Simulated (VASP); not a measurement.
# WC (P-6m2) in VASP: a series of runs

Runs on WC. Level: PBE. Tasks: relaxation of cell and atoms.

All numbers are computed with VASP 6.6.1; they aren't measurements. Logs are shortened: lines on timing, memory, paths and dates and some standing lists are left out, and cuts for length are marked.

## Step 1: Starting point

It takes space group P-6m2 (No. 187, hexagonal). Conventional cell: a = 2.907 Å, b = 2.907 Å, c = 2.837 Å, α = 90.00°, β = 90.00°, γ = 120.00°. W (site symmetry -6m2) has 6 C at 2.20 Å as nearest neighbours. C (site symmetry -6m2) has 6 W at 2.20 Å as nearest neighbours.

## Step 2: Relaxation of cell and atoms, PBE

INCAR reads:

```
SYSTEM = WC
PREC = Accurate ; ENCUT = 520
EDIFF = 1E-7 ; ISMEAR = 0
SIGMA = 0.1 ; LREAL = .False.
LASPH = .True. ; NELM = 100
ALGO = Normal ; ISIF = 3
LWAVE = .False. ; LCHARG = .False.
GGA = PE ; IBRION = 2
NSW = 80 ; EDIFFG = -0.002
```

KPOINTS reads:

```
Automatic mesh
0
Gamma
  18 18 14
  0 0 0
```

POSCAR reads:

```
WC
1.0
    2.9065000000      0.0000000000      0.0000000000
   -1.4532500000      2.5171028400      0.0000000000
    0.0000000000      0.0000000000      2.8366000000
W C
1 1
Direct
    0.0000000000      0.0000000000      0.0000000000
    0.6666666700      0.3333333300      0.5000000000
```

Potentials or basis: VASP PAW PBE potentials, release 64 (W, C).

Command:

```
cat potpaw_PBE.64/W/POTCAR potpaw_PBE.64/C/POTCAR > POTCAR
mpirun -np 1 vasp_std > vasp.out
```

OUTCAR:

```text
SYSTEM = WC
   PREC = Accurate
   ENCUT = 520
   EDIFF = 1E-7
   ISMEAR = 0
   LREAL = .False.
   LASPH = .True.
   NELM = 100
   ISIF = 3
   GGA = PE
   IBRION = 2
   NSW = 80
   EDIFFG = -0.002

 ion  position               nearest neighbor table
   1  0.000  0.000  0.000-   2 2.20   2 2.20   2 2.20   2 2.20   2 2.20   2 2.20
   2  0.667  0.333  0.500-   1 2.20   1 2.20   1 2.20   1 2.20   1 2.20   1 2.20

  LATTYP: Found a hexagonal cell.
 ALAT       =     2.9065000000
 C/A-ratio  =     0.9759504559

  Lattice vectors:

 A1 = (   2.9065000000,   0.0000000000,   0.0000000000)
 A2 = (  -1.4532500000,   2.5171028400,   0.0000000000)
 A3 = (   0.0000000000,   0.0000000000,   2.8366000000)

Analysis of symmetry for initial positions (statically):
=====================================================================
 Subroutine PRICEL returns:
 Original cell was already a primitive cell.

 Routine SETGRP: Setting up the symmetry group for a
 hexagonal supercell.

 Subroutine GETGRP returns: Found 12 space group operations
 (whereof 12 operations were pure point group operations)
 out of a pool of 24 trial point group operations.

The static configuration has the point symmetry D_3h.

Analysis of symmetry for dynamics (positions and initial velocities):
=====================================================================
 Subroutine PRICEL returns:
 Original cell was already a primitive cell.

 Routine SETGRP: Setting up the symmetry group for a
 hexagonal supercell.

 Subroutine GETGRP returns: Found 12 space group operations
 (whereof 12 operations were pure point group operations)
 out of a pool of 24 trial point group operations.

The dynamic configuration has the point symmetry D_3h.

 Subroutine INISYM returns: Found 12 space group operations
 (whereof 12 operations are pure point group operations),
 and found     1 'primitive' translations

----------------------------------------------------------------------------------------

                                     Primitive cell

  volume of cell :      20.7525

  direct lattice vectors                    reciprocal lattice vectors
     2.906500000  0.000000000  0.000000000     0.344056425  0.198641069  0.000000000
    -1.453250000  2.517102840  0.000000000     0.000000000  0.397282139  0.000000000
     0.000000000  0.000000000  2.836600000     0.000000000  0.000000000  0.352534725

  length of vectors
     2.906500000  2.906500003  2.836600000     0.397282139  0.397282139  0.352534725

  position of ions in fractional coordinates (direct lattice)
     0.000000000  0.000000000  0.000000000
     0.666666670  0.333333330  0.500000000

  ion indices of the primitive-cell ions
   primitive index   ion index
                 1           1
                 2           2

----------------------------------------------------------------------------------------

 KPOINTS: Automatic mesh

Automatic generation of k-mesh.
 Grid dimensions read from file:
 generate k-points for:   18   18   14

 Generating k-lattice:

  Cartesian coordinates                     Fractional coordinates (reciprocal lattice)
     0.019114246  0.011035615  0.000000000     0.055555556  0.000000000  0.000000000
     0.000000000  0.022071230  0.000000000     0.000000000  0.055555556  0.000000000
     0.000000000  0.000000000  0.025181052     0.000000000  0.000000000  0.071428571

  Length of vectors
     0.022071230  0.022071230  0.025181052

  Shift w.r.t. Gamma in fractional coordinates (k-lattice)
     0.000000000  0.000000000  0.000000000

 Subroutine IBZKPT returns following result:
 ===========================================

 Found    296 irreducible k-points:

 Following reciprocal coordinates:
            Coordinates               Weight
  0.000000  0.000000  0.000000      1.000000
  0.055556  0.000000  0.000000      6.000000
  0.111111  0.000000  0.000000      6.000000
  0.166667  0.000000  0.000000      6.000000
  0.222222  0.000000  0.000000      6.000000
  0.277778  0.000000  0.000000      6.000000
[... 16 lines left out ...]
  0.333333  0.111111  0.000000     12.000000
  0.388889  0.111111  0.000000     12.000000
 [... further k-points ...]
   k-points           NKPTS =    296   k-points in BZ     NKDIM =    296   number of bands    NBANDS=      9
   number of dos      NEDOS =    301   number of ions     NIONS =      2
   total plane-waves  NPLWV =  13824
   dimension x,y,z NGX =    24 NGY =   24 NGZ =   24
   dimension x,y,z NGXF=    48 NGYF=   48 NGZF=   48
   ions per type =               1   1
   NGX,Y,Z   is equivalent  to a cutoff of  13.73, 13.73, 14.07 a.u.
   NGXF,Y,Z  is equivalent  to a cutoff of  27.46, 27.46, 28.13 a.u.
 SYSTEM =  WC
   PREC   = accura    normal or accurate (medium, high low for compatibility)
   ISTART =      0    job   : 0-new  1-cont  2-samecut
   ICHARG =      2    charge: 1-file 2-atom 10-const
   ISPIN  =      1    spin polarized calculation?
   LNONCOLLINEAR =      F non collinear calculations
   LSORBIT =      F    spin-orbit coupling
   LASPH  =      T    aspherical Exc in radial PAW
   ENCUT  =  520.0 eV  38.22 Ry    6.18 a.u.   5.40  5.40  5.27*2*pi/ulx,y,z
   NELM   =    100;   NELMIN=  2; NELMDL= -5     # of ELM steps
   EDIFF  = 0.1E-06   stopping-criterion for ELM
   LREAL  =      F    real-space projection
   EDIFFG = -.2E-02   stopping-criterion for IOM
   NSW    =     80    number of steps for IOM
   IBRION =      2    ionic relax: 0-MD 1-quasi-New 2-CG
   NFREE  =      1    steps in history (QN), initial steepest desc. (CG)
   ISIF   =      3    stress and relaxation
   ISYM   =      2    0-nonsym 1-usesym 2-fastsym
   POTIM  = 0.5000    time-step for ionic-motion
   TEBEG  =    0.0;   TEEND  =   0.0 temperature during run
   PSTRESS=    0.0 pullay stress
   NELECT =      10.0000    total number of electrons
   NUPDOWN=      -1.0000    fix difference up-down
   EMIN   =  10.00;   EMAX   =-10.00  energy-range for DOS
   EFERMI =   0.00;   METHOD = LEGACY
   ISMEAR =     0;   SIGMA  =   0.10  broadening in eV -4-tet -1-fermi 0-gaus
   EFERMI_NEDOS =   21; number of points for ismear=-14 and -15
   IALGO  =     38    algorithm
   IMIX   =      4    mixing-type and parameters
     AMIX     =   0.40;   BMIX     =  1.00
     AMIX_MAG =   1.60;   BMIX_MAG =  1.00
  volume/ion in A,a.u.               =      10.38        70.02
  Fermi-wavevector in a.u.,A,eV,Ry     =   1.283468  2.425403 22.412742  1.647290
  Thomas-Fermi vector in A             =   2.415719
   LORBIT       =      0    0 simple, 1 ext, 2 COOP (PROOUT), +10 PAW based schemes
   GGA     = PE    functional components
   LHFCALC =     F    Hartree Fock is set to
   AEXX    =    0.0000 exact exchange contribution
   IVDW    =     0    specifies the selected vdW correction
   LEPSILON=     F    determine dielectric tensor
   LRPA    =     F    only Hartree local field effects (RPA)
 conjugate gradient relaxation of ions
 non-spin polarized calculation
 Gauss-broadening in eV      SIGMA  =   0.10
  energy-cutoff  :      520.00
  volume of cell :       20.75
 maximum number of plane-waves:       580
 NGX is ok and might be reduce to    24
   NGX = 11   NGY = 11   NGZ = 11

--------------------------------------- Ionic step        1  -------------------------------------------

 number of electron      10.0000000 magnetization

 Free energy of the ion-electron system (eV)
  ---------------------------------------------------
  ext. energy  EPLUGINS =         0.00000000
  ---------------------------------------------------
  free energy    TOTEN  =       -22.51913912 eV

  energy without entropy =      -22.51782597  energy(sigma->0) =      -22.51848254

------------------------ aborting loop because EDIFF is reached ----------------------------------------

  FORCE on cell =-STRESS in cart. coord.  units (eV):
  Direction    XX          YY          ZZ          XY          YZ          ZX
  --------------------------------------------------------------------------------------
  -------------------------------------------------------------------------------------
  Total        0.5938633      0.5938633      0.6023950      0.0000000      0.0000000      0.0000000
  in kB       45.8487705     45.8487706     46.5074502      0.0000000      0.0000000      0.0000000
  external PRESSURE =      46.0683305 kB  Pullay stress =       0.0000000 kB

 VOLUME and BASIS-vectors are now :
 -----------------------------------------------------------------------------
  energy-cutoff  :      520.00
  volume of cell :       20.75
      direct lattice vectors                 reciprocal lattice vectors
     2.906500000  0.000000000  0.000000000     0.344056425  0.198641069  0.000000000
    -1.453250000  2.517102840  0.000000000     0.000000000  0.397282139  0.000000000
     0.000000000  0.000000000  2.836600000     0.000000000  0.000000000  0.352534725
[... 217 lines left out ...]
 POSITION                                       TOTAL-FORCE (eV/Angst)
 -----------------------------------------------------------------------------------
      1.45936      2.52768      0.00000         0.000000     -0.000000     -0.000000
      1.45936      0.84256      1.42287        -0.000000      0.000000      0.000000
 -----------------------------------------------------------------------------------
    total drift:                               -0.000004      0.000003     -0.000000

  FREE ENERGIE OF THE ION-ELECTRON SYSTEM (eV)
  ---------------------------------------------------
  free  energy   TOTEN  =       -22.5224694548 eV

  energy  without entropy=      -22.5211092785  energy(sigma->0) =      -22.52178937

--------------------------------------- Ionic step        8  -------------------------------------------

 number of electron      10.0000000 magnetization

 Free energy of the ion-electron system (eV)
  ---------------------------------------------------
  ext. energy  EPLUGINS =         0.00000000
  ---------------------------------------------------
  free energy    TOTEN  =       -22.52247216 eV

  energy without entropy =      -22.52111310  energy(sigma->0) =      -22.52179263

 E-fermi :   8.1641     XC(G=0): -13.3610

 val. band max:        8.1611122826   @ k =   0.4444   0.0000   0.5000
 cond. band min:       8.1777759361   @ k =   0.4444   0.0556   0.4286
 fundamental gap:      0.0166636535
 Fermi energy:         8.1640956048

 k-point     1 :       0.0000    0.0000    0.0000
  band No.  band energies     occupation
      1      -6.1704      2.00000
      2       3.9292      2.00000
      3       4.8858      2.00000
      4       4.8858      2.00000
      5       8.3193      0.02814
      6      11.3118      0.00000
      7      11.3118      0.00000
      8      13.7635      0.00000
      9      13.7635      0.00000

 k-point     2 :       0.0556    0.0000    0.0000
  band No.  band energies     occupation
      1      -6.0938      2.00000
      2       3.9583      2.00000
      3       4.7683      2.00000
      4       4.9610      2.00000
      5       8.0576      1.86795
      6      11.2832      0.00000
      7      11.6012      0.00000
      8      13.5904      0.00000
      9      13.7061      0.00000
[... 253 lines left out ...]
 k-point    24 :       0.3889    0.1111    0.0000
  band No.  band energies     occupation
      1      -2.9035      2.00000
      2       1.3542      2.00000
      3       4.6109      2.00000
      4       4.7342      2.00000
      5       7.7155      2.00000
      6       9.9515      0.00000
      7      11.6801      0.00000
      8      12.8648      0.00000
      9      15.6562      0.00000

 [... further k-points ...]

------------------------ aborting loop because EDIFF is reached ----------------------------------------

  FORCE on cell =-STRESS in cart. coord.  units (eV):
  Direction    XX          YY          ZZ          XY          YZ          ZX
  --------------------------------------------------------------------------------------
  -------------------------------------------------------------------------------------
  Total        0.0023202      0.0023202      0.0031768      0.0000000      0.0000000      0.0000000
  in kB        0.1771181      0.1771181      0.2425140      0.0000000      0.0000000      0.0000000
  external PRESSURE =       0.1989168 kB  Pullay stress =       0.0000000 kB

 VOLUME and BASIS-vectors are now :
 -----------------------------------------------------------------------------
  energy-cutoff  :      520.00
  volume of cell :       20.99
      direct lattice vectors                 reciprocal lattice vectors
     2.918385049 -0.000000000  0.000000000     0.342655264  0.197832109 -0.000000000
    -1.459192524  2.527395594 -0.000000000     0.000000000  0.395664217  0.000000000
     0.000000000 -0.000000000  2.845456440    -0.000000000 -0.000000000  0.351437466

 POSITION                                       TOTAL-FORCE (eV/Angst)
 -----------------------------------------------------------------------------------
      0.00000     -0.00000      2.84546         0.000000      0.000000     -0.000000
      1.45919      0.84247      1.42273        -0.000000     -0.000000      0.000000
 -----------------------------------------------------------------------------------
    total drift:                               -0.000004      0.000003     -0.000000

  FREE ENERGIE OF THE ION-ELECTRON SYSTEM (eV)
  ---------------------------------------------------
  free  energy   TOTEN  =       -22.5224721595 eV

  energy  without entropy=      -22.5211130968  energy(sigma->0) =      -22.52179263

 reached required accuracy - stopping structural energy minimisation
```

Run time: 2.1 min. Hardware: 1 thread of Intel Xeon Platinum 8259CL at 2.50GHz (Skylake/Cascade Lake), shared host; peak memory 0.21 GiB.

What came out:

| Quantity | Value |
| --- | --- |
| Free energy | -22.5225 eV |
| Relaxed volume | 10.49 Å³/atom |
| Relaxed cell | a = 2.918 Å, b = 2.918 Å, c = 2.845 Å, α = 90.00°, β = 90.00°, γ = 120.00° |
| Space group after relaxing (to 0.05 Å) | P-6m2 (No. 187) |
| Energy gained by relaxing | 1.7 meV/atom |
| Ionic steps | 8 |
| Pressure after relaxing | 0.0 GPa |
| Band gap on the k mesh | none (metal or under the smearing width) |

Step by step:
```tsv
step	energy change (eV)	largest force (eV/Å)	pressure (GPa)	volume (Å³)
1	0.0000	0.0000	4.61	20.75
2	0.0225	0.0000	-11.84	21.66
3	-0.0033	0.0000	-0.03	20.99
4	-0.0033	0.0000	0.04	20.98
5	-0.0033	0.0000	0.06	20.99
6	-0.0033	0.0000	0.06	20.99
7	-0.0033	0.0000	-0.11	20.99
8	-0.0033	0.0000	0.02	20.99
```

Final structure:
```yaml
crystal:
  lattice:
    - [2.91839, 0.00000, 0.00000]
    - [-1.45919, 2.52740, 0.00000]
    - [0.00000, 0.00000, 2.84546]
  atoms:
    - { symbol: W, position: [0.00000, 0.00000, 0.00000] }
    - { symbol: C, position: [0.66667, 0.33333, 0.50000] }
```

Levels at points of the mesh, in eV from the Fermi level:
| k point | band 3 | band 4 | band 5 | band 6 | band 7 | band 8 |
| --- | --- | --- | --- | --- | --- | --- |
| (0.00, 0.00, 0.00) | -3.28 | -3.28 | 0.16 | 3.15 | 3.15 | 5.60 |
| (0.50, 0.00, 0.00) | -3.53 | -3.51 | -0.42 | 2.28 | 4.43 | 4.77 |
| (0.00, 0.00, 0.50) | -1.97 | -1.97 | -0.58 | -0.58 | 3.64 | 4.56 |
| (0.50, 0.00, 0.50) | -4.24 | -4.15 | 0.28 | 4.31 | 5.18 | 6.57 |

Spin-orbit coupling is left out, which matters for the levels of W. PBE usually gives volumes a little too large and moduli too small.

## Step 3: Relaxation of cell and atoms, PBE

This run uses another cell than the first one, of 10.49 Å³/atom, 1.011 times its volume.

INCAR is that of step 2.

KPOINTS is that of step 2.

POSCAR reads:

```
WC                                      
1.0
    2.9183850487     -0.0000000000      0.0000000000
   -1.4591925244      2.5273955942     -0.0000000000
    0.0000000000     -0.0000000000      2.8454564398
  W               C             
     1     1
Direct
     0.0000000000000000    0.0000000000000000    1.0000000000000000
     0.6666666699999979    0.3333333300000021    0.5000000000000000
```

Potentials or basis: VASP PAW PBE potentials, release 64 (W, C).

Command:

```
cat potpaw_PBE.64/W/POTCAR potpaw_PBE.64/C/POTCAR > POTCAR
mpirun -np 1 vasp_std > vasp.out
```

Run time: 34 s. Hardware: 1 thread of Intel Xeon Platinum 8259CL at 2.50GHz (Skylake/Cascade Lake), shared host; peak memory 0.2 GiB.

It converged, with:

| Item | Value |
| --- | --- |
| Free energy | -22.5226 eV |
| Pressure after relaxing | 0.0 GPa |
| Band gap on the k mesh | none (metal or under the smearing width) |

Final structure:
```
W C
1.0
     2.91839    0.00000    0.00000
    -1.45919    2.52740    0.00000
     0.00000    0.00000    2.84546
W C
1 1
Direct
  0.00000 0.00000 0.00000
  0.66667 0.33333 0.50000
```

Levels at points of the mesh, in eV from the Fermi level:
```csv
k point,band 2,band 3,band 4,band 5,band 6,band 7,band 8,band 9
"(0.00, 0.00, 0.00)",-4.23,-3.28,-3.28,0.16,3.15,3.15,5.60,5.60
"(0.50, 0.00, 0.00)",-6.98,-3.53,-3.51,-0.42,2.28,4.43,4.77,6.87
"(0.00, 0.00, 0.50)",-8.54,-1.97,-1.97,-0.58,-0.58,3.64,4.56,4.56
"(0.50, 0.00, 0.50)",-6.38,-4.24,-4.15,0.28,4.31,5.18,6.57,9.06
```

Caveat: the relaxation stopped at its first step, so nothing moved.
